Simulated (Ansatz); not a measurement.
**Property card for Co**

Method: DFT PBEsol, scalar-relativistic, plane waves, PAW (Ansatz 0.2.0).

Plane waves to 420 eV, a k mesh through Γ of 18×18×6 on the computed 4-atom cell and Gaussian smearing (0.10 eV); collinear spin from starting moments 1.81 1.83 1.81 1.83 μB.

The structure is relaxed at this level of theory with its symmetry kept.

Space group P6_3/mmc (No. 194). a = 2.455 Å, b = 2.455 Å, c = 7.965 Å, α = 90.00°, β = 90.00°, γ = 120.00°
| atom | site | symmetry | x | y | z |
| --- | --- | --- | --- | --- | --- |
| Co | 2a | -3m. | 0.0000 | 0.0000 | 0.0000 |
| Co | 2c | -6m2 | 0.3333 | 0.6667 | 0.2500 |

```
Space group                                                       : P6_3/mmc (No. 194)
Volume per atom                                                   : 10.40 Å³
Formation energy from the elements' standard states (uncorrected) : +0.006 eV/atom
Kohn–Sham band gap                                                : none (metal)
Density of states at the Fermi level                              : 3.46 states/eV per cell
Löwdin character within 0.5 eV of the Fermi level                 : Co 3d 91 %
Bulk modulus                                                      : 247 GPa
Its pressure derivative                                           : 4.8
Bader charges (e)                                                 : Co (2 in the cell) -0.01, Co (2 in the cell) 0.01
Total moment                                                      : 6.39 μB per cell
Site moments (μB; atoms counted from 1 over the whole cell)       : Co (atom 1) 1.65, Co (atom 2) 1.67, Co (atom 3) 1.65, Co (atom 4) 1.67
```

Only this magnetic start was tried.